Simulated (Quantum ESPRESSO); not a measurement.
The system is P.

```
P
1.0
     2.42469    0.00000    0.00000
     0.00000    2.43854    0.00000
    -0.02031    0.00000    4.85243
P
2
Direct
  0.00000 0.00000 0.74943
  0.00000 0.00000 0.25057
```

This isn't the form of P at room conditions, which is orthorhombic.

```yaml
Program: Quantum ESPRESSO 7.5
Task: single point
Functional: PBE
Potentials_or_basis: SSSP 1.3 efficiency PBE
Cutoff: 748 eV
Density_cutoff: 5987 eV
k_mesh: 11 × 11 × 6
Occupations: fermi-dirac, width 0.05 eV
Spin: no spin polarisation
```

On this cell: pressure 2.4 GPa; largest force 0.006 eV/Å; band gap on the k mesh none (metal or under the smearing width).

The same run follows on a disturbed copy (atoms moved at random, drawn with an rms of 0.05 Å):

```
P
1.0
     2.42469    0.00000    0.00000
     0.00000    2.43854    0.00000
    -0.02031    0.00000    4.85243
P
2
Direct
  0.00169 0.99232 0.75601
  0.99494 0.99995 0.24382
```

Problem. What does the disturbed cell give?

Solution. The energy (extrapolated to zero smearing) moves by +1.8 meV/atom; pressure 2.6 GPa; largest force 0.119 eV/Å; band gap on the k mesh none (metal or under the smearing width).

Forces in eV/Å, atoms in the order of the input:
```
P   -0.031  0.033 -0.110
P    0.031 -0.033  0.110
```

Stress tensor (GPa, compression positive):
```
 3.86  0.01  0.30
 0.01  2.69 -0.04
 0.30 -0.04  1.40
```
